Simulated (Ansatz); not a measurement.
# Al2O3 (Pnnm) in Ansatz: a series of runs

One crystal, Al2O3, is run at these levels: BLYP, PBE; tasks: relaxation of cell and atoms, single point.

All numbers are computed with Ansatz 0.2.0; they aren't measurements. Logs are shortened: lines on timing, memory, paths and dates and some standing lists are left out, and cuts for length are marked.

## (1) The structure

Symmetry: Pnnm, No. 58, orthorhombic system. The conventional cell has a = 4.614 Å, b = 9.563 Å, c = 3.120 Å, α = 90.00°, β = 90.00°, γ = 90.00°. Around Al (site symmetry m) lie 4 O at 1.68 to 1.82 Å. O (site symmetry 2/m) has 2 Al at 1.68 Å as nearest neighbours. O (site symmetry m) has 3 Al at 1.82 Å as nearest neighbours.

Measurements of this composition are mostly on another form, of space group No. 167.

## (2) Relaxation of cell and atoms, BLYP

input.yaml reads:

```yaml
crystal:
  lattice:
    - [4.613777, 0.0, 0.0]
    - [0.0, 9.563279, 0.0]
    - [0.0, 0.0, 3.119862]
  atoms:
    - { symbol: Al, position: [0.982975, 0.824573, 0.0] }
    - { symbol: Al, position: [0.017025, 0.175427, 0.0] }
    - { symbol: Al, position: [0.482975, 0.675427, 0.5] }
    - { symbol: Al, position: [0.517025, 0.324573, 0.5] }
    - { symbol: O, position: [0.5, 0.5, 0.5] }
    - { symbol: O, position: [0.123635, 0.75305, 0.5] }
    - { symbol: O, position: [0.376365, 0.25305, 0.0] }
    - { symbol: O, position: [0.623635, 0.74695, 0.0] }
    - { symbol: O, position: [0.0, 0.0, 0.0] }
    - { symbol: O, position: [0.876365, 0.24695, 0.5] }
hamiltonian:
  xc: blyp
  pseudopotentials: { kind: paw }
kpoints:
  mp_grid: { grid: [6, 3, 9] }
scf:
  occupations: { method: fermi_dirac, width: 0.05 }
output:
  forces: true
  stress: true
  eigenvalues: true
relax:
  f_tol: 0.01
  max_steps: 40
  cell: { stress_tol: 0.05 }
```

Potentials or basis: Ansatz PAW.

Started as:

```sh
ansatz run input.yaml --threads 4 --pin off --max-ram 11264MiB --backend cpu --events-out ev --progress --plain --runs-dir out
```

What it wrote:

```text
Warning: RAYON_NUM_THREADS=4 ignored (pool sized by the plan → 4); use --threads N
Engine: ansatz 0.2.0, aarch64-unknown-linux-gnu
Pseudopotentials: kind: paw
Pseudopotential: Al, paw, valence charge 3, recommended cutoff 420 eV (normal), Al.paw.azcp
Pseudopotential: O, paw, valence charge 6, recommended cutoff 420 eV (normal), O.paw.azcp
Functional definition: BLYP
  parameter beta = 0.0042
  parameter a = 0.04918
  parameter b = 0.132
  parameter c = 0.2533
  parameter d = 0.349
  exchange = b88_x(beta = beta)
  correlation = lyp_c(a = a, b = b, c = c, d = d)
Crystal: 10 atoms, lattice volume = 137.657 Å³
Basis set: ecut = 420 eV, 2707 PW (Γ), exchange–correlation on 64×128×48 points (8 copies of the dense FFT grid, shifted against one another)
Bands: 34, of which v1, the nominal top of the filled ones, is band 24 counted from 1 (23 counted from 0)
Symmetry: 8 space group operations
Space group: Pnnm (ITA 58), of the structure as read, at distance tolerance 5.2e-5 Å
k-points: 40 of 162
Non-local potential: Al, projectors of the file, l = 0: 2, l = 1: 2, l = 2: 1
Non-local potential: O, projectors of the file, l = 0: 2, l = 1: 2, l = 2: 1
PAW form: soft (Blöchl's): semilocal exchange-correlation on the pseudo side does not see the compensation charge
PAW frozen core: Al, regenerated for the run's functional, and the local potential with it (the file was generated under x = pbe(κ = 0.804, μ = 0.2195149727645171), c = pbe(β = 0.06672455060314922))
PAW frozen core: O, regenerated for the run's functional, and the local potential with it (the file was generated under x = pbe(κ = 0.804, μ = 0.2195149727645171), c = pbe(β = 0.06672455060314922))
PAW one-centre angular grid: Al, 110 points (default); XC on 64 Gauss nodes
PAW one-centre angular grid: O, 110 points (default); XC on 64 Gauss nodes
Initial density: superposition of atomic densities (neutral atoms: chi_scale 0, normalization atom), corrected by the library's trained network
Initial wavefunctions: pseudopotential atomic-orbital guess
Functional: x = b88, c = lyp
SCF iter   1: F=—  HF=-5595.202759 eV  |F-HF|=—  |Δ(HF+E_count)|=         —  Δρ=1.42e-2  dr2=1.72e-1  ethr=1.77e-3  ⟨swp⟩=6.7  Hψ=6943  notcnv=0  defer=6
preconditioner: auto → Resta (q_TF=auto, 2.289 Å⁻¹)  ε∞=3.1  [insulator: Δε(μ)=3.771 eV  Ē_g=15.308 eV  σ=0.050 eV  W_gap=1.00  n_scr=22 (ndim 8)  ℏωp=21.9 eV  f_vac=0.149  D(μ)=0.00/eV (n_scr^D=0)  ε∞_Penn≈3.1]
SCF iter   2: F=—  HF=-5595.153845 eV  |F-HF|=—  |Δ(HF+E_count)|=   4.89e-2  Δρ=2.28e-3  dr2=5.92e-3  ethr=3.58e-4  ⟨swp⟩=2.2  Hψ=2679  notcnv=0  defer=134
SCF iter   3: F=—  HF=-5595.152980 eV  |F-HF|=—  |Δ(HF+E_count)|=   8.65e-4  Δρ=8.25e-4  dr2=7.74e-4  ethr=1.23e-5  ⟨swp⟩=2.0  Hψ=1946  notcnv=0  defer=134
SCF iter   4: F=—  HF=-5595.153313 eV  |F-HF|=—  |Δ(HF+E_count)|=   3.33e-4  Δρ=4.11e-4  dr2=1.95e-4  ethr=1.61e-6  ⟨swp⟩=2.0  Hψ=1944  notcnv=0  defer=134
SCF iter   5: F=—  HF=-5595.153274 eV  |F-HF|=—  |Δ(HF+E_count)|=   3.90e-5  Δρ=9.93e-5  dr2=1.71e-5  ethr=4.06e-7  ⟨swp⟩=2.3  Hψ=2018  notcnv=0  defer=134
SCF iter   6: F=—  HF=-5595.154311 eV  |F-HF|=—  |Δ(HF+E_count)|=   1.04e-3  Δρ=2.79e-5  dr2=7.55e-7  ethr=3.57e-8  ⟨swp⟩=2.0  Hψ=2026  notcnv=0  defer=134
SCF iter   7: F=—  HF=-5595.154311 eV  |F-HF|=—  |Δ(HF+E_count)|=   1.13e-7  Δρ=1.12e-5  dr2=1.03e-7  ethr=2.08e-10  ⟨swp⟩=10.9  Hψ=6559  notcnv=0
[... 182 lines left out ...]
  E_vxc        = -676.410274  (∫ρ·V_xc dr)
  E_paw        = -2857.475231  (= ΣΔE_a)
  E_vpaw       = -238.894809  (= ΣTr[D̂ρ^β])
  E_aug_tail   = 0.015555  (compensation charges beyond the density's cutoff)
  E_ewald      = -1708.537244
  E_core_change = 0.064796  (= ΣΔE_core)
  E_smearing   = -0.000000  (= −TS)
  E_closure    = 0.000000  (closes the sum)
  Σ components = -5595.370596   (vs F -5595.370596, Δ=0.00e0)
--- Forces (eV/Å), atoms counted from 1 ---
  atom   1  Al     0.00076349    -0.00076295     0.00000000
  atom   2  Al    -0.00076349     0.00076295     0.00000000
  atom   3  Al     0.00076349     0.00076295     0.00000000
  atom   4  Al    -0.00076349    -0.00076295     0.00000000
  atom   5  O      0.00000000     0.00000000     0.00000000
  atom   6  O     -0.00048882     0.00011023     0.00000000
  atom   7  O      0.00048882     0.00011023     0.00000000
  atom   8  O     -0.00048882    -0.00011023     0.00000000
  atom   9  O      0.00000000     0.00000000     0.00000000
  atom  10  O      0.00048882    -0.00011023     0.00000000
  max |Σ_I F_I| component: 0.00e0 eV/Å
--- Stress (GPa, compression-positive) ---
        0.003264       0.000000       0.000000
        0.000000       0.006458       0.000000
        0.000000       0.000000      -0.010475
  P = ⅓ Tr σ = -0.0003 GPa (-0.003 kbar)
--- Band table (eV; the first three rows and the last of 40) ---
  k-point 0: bands = ["-15.7864", "-15.7134", "-14.6551", "-14.6379", "-13.2912", "-13.1670", "-3.7972", "-3.1757", "-1.3278", "-1.3245", "-0.8775", "-0.8505", "-0.6087", "-0.5957", "-0.4938", "0.0618", "0.0683", "0.7721", "1.1244", "1.4470", "1.8460", "2.5841", "3.0227", "3.0812", "6.5607", "8.1420", "9.5611", "9.6058", "10.1011", "10.9444", "12.0310", "13.1787", "13.1991", "13.5058"]
  k-point 1: bands = ["-15.7156", "-15.6460", "-14.6391", "-14.6255", "-13.2646", "-13.1440", "-3.6896", "-3.0820", "-1.3835", "-1.3280", "-1.1556", "-0.9927", "-0.7334", "-0.6586", "-0.4299", "-0.2681", "-0.0934", "0.7763", "1.0952", "1.4087", "1.9042", "2.5780", "2.7556", "2.8738", "7.0146", "8.4778", "9.6804", "10.0333", "10.4659", "11.0930", "12.3999", "13.0845", "13.0968", "13.6391"]
  k-point 2: bands = ["-15.5188", "-15.4592", "-14.6112", "-14.6057", "-13.1945", "-13.0869", "-3.3935", "-2.8165", "-1.8717", "-1.7725", "-1.6380", "-1.1324", "-0.8925", "-0.8658", "-0.7419", "-0.3252", "-0.2606", "0.7595", "1.0218", "1.2806", "2.0421", "2.2311", "2.4083", "2.5475", "8.0536", "9.2002", "9.9588", "11.0260", "11.0892", "11.4349", "12.9112", "12.9971", "13.3104", "13.9571"]
  k-point 39: bands = ["-14.8309", "-14.8309", "-14.8182", "-14.8182", "-13.0163", "-13.0163", "-3.5642", "-3.5642", "-3.3103", "-3.3103", "-1.0082", "-1.0082", "-0.9288", "-0.9288", "-0.4650", "-0.4650", "0.7993", "0.7993", "1.0002", "1.0002", "1.6620", "1.6620", "2.3279", "2.3279", "10.2610", "10.2610", "11.1906", "11.1906", "11.3418", "11.3418", "11.8222", "11.8222", "12.9980", "12.9980"]
--- Relaxed structure (11 steps of the walk, 10 accepted, 3 SCFs on fresh bases) ---
  F+E_penalty+E_count = -5595.37059605 eV   max|allowed force component| = 7.635e-4 eV/Å   (the final SCF, on the basis selected at the relaxed cell)
  cell:  # Å, volume = 140.2951 Å³
    - [4.7480018003656745, 0.0, 0.0]
    - [0.0, 9.71573939432393, 0.0]
    - [0.0, 0.0, 3.041276607474255]
  atoms:
    - { symbol: Al, position: [1.06117263140508, 0.8289028210941743, 0.0] }
    - { symbol: Al, position: [-0.0611726314050798, 0.17109717890582574, 0.0] }
    - { symbol: Al, position: [0.5611726314050799, 0.6710971789058258, 0.5] }
    - { symbol: Al, position: [0.43882736859492016, 0.32890282109417435, 0.5] }
    - { symbol: O, position: [0.5, 0.5, 0.5] }
    - { symbol: O, position: [0.23630222358172365, 0.771421500297313, 0.5] }
    - { symbol: O, position: [0.2636977764182763, 0.271421500297313, 0.0] }
    - { symbol: O, position: [0.7363022235817236, 0.7285784997026871, 0.0] }
    - { symbol: O, position: [3.0079017273297904e-19, 7.709254088374324e-20, 0.0] }
    - { symbol: O, position: [0.7636977764182763, 0.22857849970268695, 0.5] }
```

Run time: 38 s. Hardware: 4 threads of Arm Neoverse V2, shared host; peak memory 0.53 GiB.

What came out:

```yaml
Free_energy: -5595.3706 eV
Relaxed_volume: 14.03 Å³/atom
Relaxed_cell: a = 4.748 Å, b = 9.716 Å, c = 3.041 Å, α = 90.00°, β = 90.00°, γ = 90.00°
Space_group_after_relaxing_to_0.05_Å: Pnnm (No. 58)
Energy_gained_by_relaxing: 21.6 meV/atom
Ionic_steps: 13
Pressure_after_relaxing: 0.0 GPa
Band_gap_on_the_k_mesh: 3.48 eV, direct
```

Step by step:
```
step  energy change (eV)  largest force (eV/Å)  volume (Å³)
   1              0.0000                0.2063       137.66
   2             -0.0853                0.1555       139.54
   3             -0.1591                0.1218       141.50
   4             -0.1851                0.2615       140.72
   5             -0.1978                0.0083       140.31
   6             -0.1995                0.0434       140.13
   7             -0.2009                0.0068       139.85
   8             -0.2007                0.0003       139.91
   9             -0.2156                0.0012       139.91
  10             -0.2152                0.0024       140.18
  11             -0.2163                0.0025       140.18
  12             -0.2159                0.0011       140.30
  13             -0.2163                0.0011       140.30
```

Final structure:
```
CELL_PARAMETERS angstrom
4.74800 0.00000 0.00000
0.00000 9.71574 0.00000
0.00000 0.00000 3.04128
ATOMIC_POSITIONS crystal
Al 0.06117 0.82890 0.00000
Al 0.93883 0.17110 0.00000
Al 0.56117 0.67110 0.50000
Al 0.43883 0.32890 0.50000
O 0.50000 0.50000 0.50000
O 0.23630 0.77142 0.50000
O 0.26370 0.27142 0.00000
O 0.73630 0.72858 0.00000
O 0.00000 0.00000 0.00000
O 0.76370 0.22858 0.50000
```

Levels at points of the mesh, in eV from the valence-band top:
```tsv
k point	band 22	band 23	band 24	band 25	band 26	band 27
(0.00, 0.00, 0.00)	-0.50	-0.06	0.00	3.48	5.06	6.48
(-0.50, 0.00, 0.00)	-0.98	-0.02	-0.02	5.87	5.87	6.55
```

Caveat: odd divisions of the mesh miss points on the zone boundary, where band edges often lie, so the gap on the mesh can be too wide; the plane-wave basis is chosen anew once the cell has moved, so the energies of steps on either side of that aren't comparable; the pressure holds a Pulay correction of +0.6 GPa for the finite cutoff; the PAW data sets come from PBE, with cores solved anew for the run's functional, which leaves a small shift of forces and pressure.

## (3) Single point, PBE

input.yaml: that of step 2 with these lines changed.

```diff
@@ -17,3 +17,3 @@
 hamiltonian:
-  xc: blyp
+  xc: pbe
   pseudopotentials: { kind: paw }
@@ -23,2 +23,4 @@
   occupations: { method: fermi_dirac, width: 0.05 }
+basis:
+  ecutwfc: "800 eV"
 output:
@@ -27,5 +29,5 @@
   eigenvalues: true
-relax:
-  f_tol: 0.01
-  max_steps: 40
-  cell: { stress_tol: 0.05 }
+  write_density: true
+  write_potential: true
+  elf: true
+  volumetric_format: npy
```

Potentials or basis: Ansatz PAW.

Started as:

```sh
ansatz run input.yaml --threads 4 --pin off --max-ram 11264MiB --backend cpu --events-out ev --progress --plain --runs-dir out
```

Wall time 7.6 s (4 threads of Arm Neoverse V2, shared host); peak memory 0.86 GiB.

It converged, with:

| Property | Result |
| --- | --- |
| Free energy | -5568.6884 eV |
| Pressure | 0.0 GPa |
| Largest force | 0.190 eV/Å |
| Band gap on the k mesh | 3.52 eV, direct |

Forces in eV/Å, atoms in the order of the input:
```
Al  -0.048 -0.028  0.000
Al   0.048  0.028  0.000
Al  -0.048  0.028  0.000
Al   0.048 -0.028  0.000
O    0.000  0.000  0.000
O    0.153 -0.113  0.000
O   -0.153 -0.113  0.000
O    0.153  0.113  0.000
O    0.000  0.000  0.000
O   -0.153  0.113  0.000
```

Stress tensor (GPa, compression positive):
```
 1.28  0.00  0.00
 0.00  1.70  0.00
 0.00  0.00 -2.94
```

Levels at points of the mesh, in eV from the valence-band top:
| k point | band 21 | band 22 | band 23 | band 24 | band 25 | band 26 | band 27 | band 28 |
| --- | --- | --- | --- | --- | --- | --- | --- | --- |
| (0.00, 0.00, 0.00) | -1.04 | -0.52 | -0.06 | 0.00 | 3.52 | 5.07 | 6.17 | 6.92 |
| (-0.50, 0.00, 0.00) | -0.88 | -0.88 | -0.02 | -0.02 | 6.01 | 6.01 | 6.55 | 6.55 |

Caveat: odd divisions of the mesh miss points on the zone boundary, where band edges often lie, so the gap on the mesh can be too wide. As with any semilocal functional, this PBE gap is likely too small.
